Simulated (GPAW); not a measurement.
# Ta2N (P-3m1) in GPAW: a series of runs

One crystal, Ta2N, is run at these levels: r2SCAN; tasks: band structure.

Everything below comes from runs of GPAW 26.7.0. Logs are shortened: lines on timing, memory, paths and dates and some standing lists are left out, and cuts for length are marked. The log counts tension as positive stress, the text compression.

### Step 1. The structure

It takes space group P-3m1 (No. 164, trigonal). The conventional cell has a = 3.113 Å, b = 3.113 Å, c = 4.870 Å, α = 90.00°, β = 90.00°, γ = 120.00°. Ta (site symmetry 3m) has 3 N at 2.18 Å as nearest neighbours. N (site symmetry -3m) is surrounded by 6 Ta at 2.18 Å.

The cell comes from a database or a generator and needn't be the stable form of this composition.

### Step 2. Band structure, r2SCAN

Input file run.py:

```python
from ase.dft.bandgap import bandgap
from ase.io import read, write
from ase.units import GPa
from gpaw import GPAW, PW

atoms = read('POSCAR')

calc = GPAW(mode=PW(800),
            xc='MGGA_X_R2SCAN+MGGA_C_R2SCAN',
            kpts={'size': (7, 7, 5), 'gamma': True},
            occupations={'name': 'fermi-dirac', 'width': 0.05},
            nbands=30,
            convergence={'density': 1e-05, 'energy': 1e-05},
            maxiter=150,
            txt='gpaw.txt')
atoms.calc = calc
energy = atoms.get_potential_energy()
forces = atoms.get_forces()
stress = atoms.get_stress()
calc.write('gs.gpw')
write('result.traj', atoms)
print(f'Energy: {energy:.6f} eV')
print('Forces (eV/A):')
print(forces.round(4))
print('Stress (GPa):', (stress / GPa).round(3))
print('Fermi level:', round(calc.get_fermi_level(), 4), 'eV')
print(f'Gap: {bandgap(calc)[0]:.4f} eV, direct: {bandgap(calc, direct=True)[0]:.4f} eV')

path = atoms.cell.bandpath('GMKGALHA,LM,KH', npoints=60, eps=1e-4)
bs_calc = calc.fixed_density(kpts=path, symmetry='off', nbands=44,
                             convergence={'bands': 'CBM+6.0', 'eigenstates': 1e-6}, txt='bands.txt')
bs = bs_calc.band_structure()
bs.write('bs.json')
print(f'Gap on the path: {bandgap(bs_calc)[0]:.4f} eV')
```

Input file POSCAR:

```
Ta2N
1.0
    3.1128615060      0.0000000000      0.0000000000
   -1.5564307530      2.6958171426      0.0000000000
    0.0000000000      0.0000000000      4.8698410000
Ta N
2 1
Direct
    0.3333333333      0.6666666667      0.2547110000
    0.6666666667      0.3333333333      0.7452890000
    0.0000000000      0.0000000000      0.0000000000
```

Potentials or basis: GPAW PAW data sets (gpaw-data 1.2.1), pw.

Launch:

```
OMP_NUM_THREADS=1 python run.py
```

gpaw.txt:

```text
__  _  _
 | _ |_)|_||  |
 |__||  | ||/\| - 26.7.0

Input parameters:
  mode=PW(ecut=800.0),
  convergence={'density': 1e-05, 'energy': 1e-05},
  kpts=MonkhorstPack(size=(7, 7, 5), gamma=True),
  maxiter=150,
  nbands=30,
  occupations=Occupations(name='fermi-dirac', width=0.05),
  xc=XC(name='MGGA_X_R2SCAN+MGGA_C_R2SCAN')

Diagonalizing LCAO Hamiltonian
Converting LCAO to pw mode

            Ta

         Ta

       N

Atoms  # Å, Bohr magnetons
|   | symbol |         x |        y |        z |    initial magnetic moments |
|---|--------|-----------|----------|----------|-----------------------------|
| 0 |     Ta | -0.000000 | 1.797211 | 1.240402 | ( 0.0000,  0.0000,  0.0000) |
| 1 |     Ta |  1.556431 | 0.898606 | 3.629439 | ( 0.0000,  0.0000,  0.0000) |
| 2 |      N |  0.000000 | 0.000000 | 0.000000 | ( 0.0000,  0.0000,  0.0000) |

Unit cell  # Å
| periodic |         x |        y |        z |  lengths |     angles |
|----------|-----------|----------|----------|----------|------------|
|      yes |  3.112862 | 0.000000 | 0.000000 | 3.112862 |  90.000000 |
|      yes | -1.556431 | 2.695817 | 0.000000 | 3.112862 |  90.000000 |
|      yes |  0.000000 | 0.000000 | 4.869841 | 4.869841 | 120.000000 |

Number of symmetries: 12
Symmetry operations  # r_c * U_cc + t_c -> r_c
|    | kind |            matrix            |
|----|------|------------------------------|
|  0 |  σ   |  1, 1, 0,  0,-1, 0,  0, 0, 1 |
|  1 |  S6  |  1, 1, 0, -1, 0, 0,  0, 0,-1 |
|  2 |  E   |  1, 0, 0,  0, 1, 0,  0, 0, 1 |
|  3 |  C2  |  1, 0, 0, -1,-1, 0,  0, 0,-1 |
|  4 |  C2  |  0, 1, 0,  1, 0, 0,  0, 0,-1 |
|  5 |  C3  |  0, 1, 0, -1,-1, 0,  0, 0, 1 |
|  6 |  S6  |  0,-1, 0,  1, 1, 0,  0, 0,-1 |
|  7 |  σ   |  0,-1, 0, -1, 0, 0,  0, 0, 1 |
|  8 |  σ   | -1, 0, 0,  1, 1, 0,  0, 0, 1 |
|  9 |  i   | -1, 0, 0,  0,-1, 0,  0, 0,-1 |
| 10 |  C3  | -1,-1, 0,  1, 0, 0,  0, 0, 1 |
| 11 |  C2  | -1,-1, 0,  0, 1, 0,  0, 0,-1 |

BZ-sampling:
  Number of BZ points: 245
  Number of IBZ points: 32

  Monkhorst-Pack size: [7, 7, 5]
  Monkhorst-Pack shift: [0, 0, 0]

K-points  # in reciprocal-cell coordinates
|     |                                coordinates |     weight |
|-----|--------------------------------------------|------------|
|   0 | (  0.00000000,   0.00000000,   0.00000000) | 0.00408163 |
|   1 | (  0.00000000,   0.00000000,   0.20000000) | 0.00816327 |
|   2 | (  0.00000000,   0.00000000,   0.40000000) | 0.00816327 |
|   3 | (  0.14285714,   0.00000000,  -0.40000000) | 0.02448980 |
|   4 | (  0.14285714,   0.00000000,  -0.20000000) | 0.02448980 |
|   5 | (  0.14285714,   0.00000000,   0.00000000) | 0.02448980 |
|   6 | (  0.14285714,   0.00000000,   0.20000000) | 0.02448980 |
|   7 | (  0.14285714,   0.00000000,   0.40000000) | 0.02448980 |
|   8 | (  0.28571429,  -0.14285714,   0.00000000) | 0.02448980 |
|   9 | (  0.28571429,  -0.14285714,   0.20000000) | 0.04897959 |
| ... |                                            |            |
|  31 | (  0.42857143,   0.42857143,   0.40000000) | 0.04897959 |

Plane wave coefficients: 2113
Cutoff: 800.0 eV

Spin-components: 1 (collinear spins)
Bands:           30
Projectors:      17
Spin-degeneracy: 2
Datatype:        complex128

Parallelization:
  kpt:    1
  domain: 1
  band:   1

Density:
  Valence electrons: 31.0
  Components: 1
  Grid points: [21 21 32]
  Charge: 0.0  # |e|

Potential:
  Grid points: [21 21 32]

species:
  Ta:
    name:    Tantalum
    Z:       73.0
    valence: 13
    core:    60
    charge:  0.0  # [|e|]
    compensation charges:
      type: gauss
      rc: 0.42  # [Å]
      lmax: 2
    cutoffs:
      filter: 2.36  # [Å]
      core: 3.45  # [Å]
    projectors
    | kind |    occ | energy [eV] | rcut [Å] |
    |------|--------|-------------|----------|
    |   5s |  2.000 |     -72.790 |    1.365 |
    |   6s |  2.000 |      -5.429 |    1.365 |
    |   5p |  6.000 |     -39.427 |    1.349 |
    |   6p |  0.000 |      -1.396 |    1.349 |
    |   5d |  3.000 |      -3.603 |    1.307 |
    |    d |        |      23.609 |    1.307 |

    Using partial waves for Ta as LCAO basis

  N:
    name:    Nitrogen
    Z:       7.0
    valence: 5
    core:    2
    charge:  0.0  # [|e|]
    compensation charges:
      type: gauss
      rc: 0.18  # [Å]
      lmax: 2
    cutoffs:
      filter: 1.11  # [Å]
      core: 0.96  # [Å]
    projectors
    | kind |    occ | energy [eV] | rcut [Å] |
    |------|--------|-------------|----------|
    |   2s |  2.000 |     -18.583 |    0.603 |
    |   2p |  3.000 |      -7.089 |    0.529 |
    |    s |        |       8.629 |    0.603 |
    |    p |        |      20.123 |    0.529 |
    |    d |        |       0.000 |    0.577 |

    Using partial waves for N as LCAO basis

Reference energy: -849826.604306  # eV

eigensolver:
  PPCG
  Converge bands: occupied
  niter=2

density mixing:
  MSR1-Mixer
  Pratt-step length: 0.05
  Maximum mixing coefficient: 0.75
  Old densities: 10
  SVD Regularization: 0.005
  Good broyden scale: 1.0
  Trust region scale: 1.0
  Backstep threshold: 4.0
  History deletion threshold: 6.0
  Fourier metric: weight=20.0, sigma=0.015

occupation numbers:
  Fermi-Dirac:
    width: 0.0500  # eV

poisson solver:
  ecut: 6400.0  # eV

xc functional:
  name: MGGA_X_R2SCAN+MGGA_C_R2SCAN with 2 nearest neighbor stencil

convergence criteria:
- Maximum integral of absolute [dens]ity change: 1e-05 electrons / valence electron
- Maximum [total energy] change in last 3 cyles: 1e-05 eV / valence electron
- Maximum integral of absolute [eigenst]ate change: 4e-08 eV^2 / valence electron
maximum number of iterations: 150

SCF iterations
|iter     | |      energy | eigst |  dens |
|---------|-|-------------|-------|-------|
|iter:   1| |  -65.373663 | +0.15 |       |
|iter:   2| |  -58.942223 | -1.49 | -1.06 |
|iter:   3| |  -58.128452 | -1.49 | -1.11 |
|iter:   4| |  -58.194614 | -2.43 | -1.61 |
|iter:   5| |  -58.220141 | -2.90 | -1.91 |
|iter:   6| |  -58.223356 | -3.90 | -2.38 |
|iter:   7| |  -58.223435 | -4.73 | -2.93 |
|iter:   8| |  -58.223441c| -6.43 | -3.69 |
|iter:   9| |  -58.223441c| -6.93 | -4.11 |
|iter:  10| |  -58.223441c| -7.83c| -5.02c|

Converged in 10 steps
Energy contributions relative to reference atoms: (reference = -849826.604306)

Energy contributions:
  Kinetic:          38.534950
  Coulomb:         -40.259139
  Zero:             -0.412951
  External:          0.000000
  Xc:              -56.079893
  Entropy:          -0.012819
  Spinorbit:         0.000000
  ----------------------------
  Free energy:     -58.229851
  Extrapolated:    -58.223441

dipole moment: (-3.866802, -6.697498, -12.098650)  # |e|*Ang

Fermi level: 13.447
Eigenvalues  # (at kpt = [0.000, 0.000, 0.000])
| band index |      eig [eV] | occ [0-2] |
|------------|---------------|-----------|
|          0 |       -57.126 |     2.000 |
|        ... |               |           |
|          8 |        -5.134 |     2.000 |
|          9 |         4.644 |     2.000 |
|         10 |         6.984 |     2.000 |
|         11 |         6.984 |     2.000 |
|         12 |         8.066 |     2.000 |
|         13 |        12.776 |     2.000 |
[... 8 lines left out ...]
|         22 |        20.299 |     0.000 |
|         23 |        20.299 |     0.000 |
|        ... |               |           |
|         29 |        32.005 |     0.000 |

No gap
No difference between direct/indirect transitions

Forces  # eV/Ang
|        x |       y |        z |
|----------|---------|----------|
|  0.00000 | 0.00000 |  0.20881 |  # Ta   0
|  0.00000 | 0.00000 | -0.20881 |  # Ta   1
| -0.00000 | 0.00000 |  0.00000 |  # N    2

Stress tensor  # eV/Ang^3
|         x |         y |        z |
|-----------|-----------|----------|
|  0.030063 | -0.000000 | 0.000000 |
| -0.000000 |  0.030063 | 0.000000 |
|  0.000000 |  0.000000 | 0.023445 |

# Writing to gs.gpw (mode='')
```

It took 3.2 min on 1 thread of Arm Neoverse V2, shared host; peak memory 0.47 GiB.

What came out:

* Free energy: -58.2299 eV
* Pressure: -4.5 GPa
* Largest force: 0.209 eV/Å
* Band gap along the path: none (metal or under the smearing width)

Forces in eV/Å, atoms in the order of the input:
```
Ta   0.000  0.000  0.209
Ta   0.000  0.000 -0.209
N    0.000  0.000  0.000
```

Levels at the corners of the path, in eV from the Fermi level:
```
point  band 12  band 13  band 14  band 15  band 16  band 17  band 18  band 19  band 20  band 21
    Γ    -6.46    -5.38    -0.67    -0.26    -0.26     0.14     0.28     0.28     1.16     1.16
    M    -6.78    -4.73    -2.95    -1.65     1.77     1.90     3.80     3.99     4.28     4.28
    K    -6.62    -3.59    -3.00    -3.00     1.32     1.32     3.01     3.46     3.46     3.78
    Γ    -6.46    -5.38    -0.67    -0.26    -0.26     0.14     0.28     0.28     1.16     1.16
    A    -6.64    -3.04    -2.99    -1.14    -1.14     1.76     2.07     2.30     2.30     2.69
    L    -6.52    -3.44    -2.50    -2.32    -0.42     0.66     3.36     3.57     4.04     4.46
    H    -6.79    -2.70    -2.21    -2.21     0.69     0.75     0.75     4.04     4.04     5.57
    A    -6.64    -3.04    -2.99    -1.14    -1.14     1.76     2.07     2.30     2.30     2.69
    L    -6.52    -3.44    -2.50    -2.32    -0.42     0.66     3.36     3.57     4.04     4.46
    M    -6.78    -4.73    -2.95    -1.65     1.77     1.90     3.80     3.99     4.28     4.28
    K    -6.62    -3.59    -3.00    -3.00     1.32     1.32     3.01     3.46     3.46     3.78
    H    -6.79    -2.70    -2.21    -2.21     0.69     0.75     0.75     4.04     4.04     5.57
```

Caveat: the PAW data sets were made with another functional, which shifts forces and pressure a little; spin-orbit coupling is left out, which moves the levels of the heavy elements.

(Continued in part 2 of 2.)
